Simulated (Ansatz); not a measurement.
# PbF₂: moving Pb off its site

PbF₂, Fm-3m, a = 5.940 Å (as given, not relaxed at this level: -0.7 GPa). The structure is a COD entry; whether it is the stable form wasn't checked. Ansatz: r2SCAN, PAW, 500 eV, Γ-centred 8×8×8 mesh on 3 atoms, Gaussian smearing 0.05 eV; no spin polarisation.

```xyz
3
Lattice="0.0000 2.9699 2.9699 2.9699 0.0000 2.9699 2.9699 2.9699 0.0000" Properties=species:S:1:pos:R:3 pbc="T T T"
Pb    0.0000    0.0000    0.0000
F     1.4849    1.4849    1.4849
F     4.4548    4.4548    4.4548
```

Atom 1 (Pb) moves by x along the unit vector (0.577, -0.577, -0.577), with its periodic images; all else is held. y is the free energy of the cell over the start, F the force along the path summed over the moved atoms. Symmetry makes y even in x.

| x (Å) | y (meV) | F (eV/Å) |
| --- | --- | --- |
| -0.5000 | ? | ? |
| -0.2500 | 46.3 | 0.45 |
| 0.0000 | 0.0 | 0.00 |
| 0.1250 | 9.7 | -0.16 |
| 0.3750 | 135.4 | -1.04 |
| 0.4375 | 215.3 | -1.54 |

Problem. Fit y = c2 x² + c4 x⁴ to the energies of the other rows, give the force constant, and predict energy and force of the missing row.

Solution. Least squares on the rows shown. y = 542.06 x² + 3034.2 x⁴. The force constant is 2 c2 = 1.08 eV/Å² (for all images moving together, not for a lone atom). The force −dy/dx at the missing row is 2.06 eV/Å (computed 2.24). With a term in x⁶ added, the coefficient of x² becomes 586.0, 8 % more, which shows how far this figure hangs on the form. At x = -0.5000 the fit asked for gives 325.2 meV. The run gave 332.2 meV, so the fit is 7.0 meV too low, 2.1 % of the span of the series, against an rms of 0.6 meV on the fitted rows. The row lies outside the fitted range. With a term in x⁶ added, a fit to the same known rows predicts 332.2 meV, so most of the miss is curvature that the known rows already hold.

Spin–orbit coupling is left out, which can shift energies with elements as heavy as these.